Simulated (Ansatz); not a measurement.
## HfSi (Pnma), an elastic constant from a strain scan

Theory: DFT r2SCAN, scalar-relativistic, plane waves, PAW in Ansatz. The runs took a 500 eV cutoff, a Γ-centred 6×10×8 mesh and Gaussian smearing (0.15 eV). Spin–orbit coupling is left out, which can shift energies with elements as heavy as these. No spin polarisation. Energies are free energies at this smearing, counted from the undisturbed cell; pressure is positive in compression.

The undisturbed cell (relaxed at this level; it needn't be the usual structure):

```
CELL_PARAMETERS angstrom
6.86284 0.00000 0.00000
0.00000 3.77516 0.00000
0.00000 0.00000 5.22504
ATOMIC_POSITIONS crystal
Hf 0.17561 0.25000 0.12613
Hf 0.32439 0.75000 0.62613
Hf 0.67561 0.25000 0.37387
Hf 0.82439 0.75000 0.87387
Si 0.04286 0.25000 0.63906
Si 0.45714 0.75000 0.13906
Si 0.54286 0.25000 0.86094
Si 0.95714 0.75000 0.36094
```

The cell is strained by ε times the Voigt pattern (1, -1, 0, 0, 0, 0) (xx, yy, zz, yz, xz, xy; engineering shear) with fractional coordinates fixed. The cell holds 8 atoms in V0 = 135.37 Å³. The stress column is τ = (1/V0) dE/dε, got from the stress tensor σ (compression positive) at each point as −det(1 + εP) σ : P(1 + εP)⁻¹, with P the pattern as a tensor.

| ε | ΔE (meV/atom) | τ (GPa) |
| --- | --- | --- |
| -0.0600 | 59.817 | -18.789 |
| -0.0300 | 14.917 | -9.441 |
| 0.0000 | 0.000 | -0.060 |
| 0.0150 | 3.437 | 4.363 |
| 0.0450 | 30.274 | 12.411 |
| 0.0600 | ? | ? |

Task: Which combination of elastic constants does this scan measure, and how large is it?

Result: For small ε, τ = τ0 + Kε with K = pᵀCp, which for this pattern is C11 + C22 − 2 C12 in the Cartesian frame shown. The parabola through τ at ε = -0.0300, 0 and 0.0150 has slope K = 301 GPa at zero. The energies per cell, E = NΔE, of the same two points give K = 2[E(ε₊)/ε₊ − E(ε₋)/ε₋]/[(ε₊ − ε₋)V0] = 306 GPa, in agreement. These are clamped-ion values.

Task: Predict the withheld row at ε = 0.0600 from the harmonic law, and compare.

Result: ΔE = V0(τ0 ε + Kε²/2)/N = 56.806 meV/atom and τ = 17.99 GPa. The calculation gives 52.947 meV/atom and 16.16 GPa: the energy lies 7 % below the harmonic value.

Forces appear on the atoms along this scan, and letting them relax would lower the energy and soften the response. In a metal these slopes depend on the k mesh and the smearing.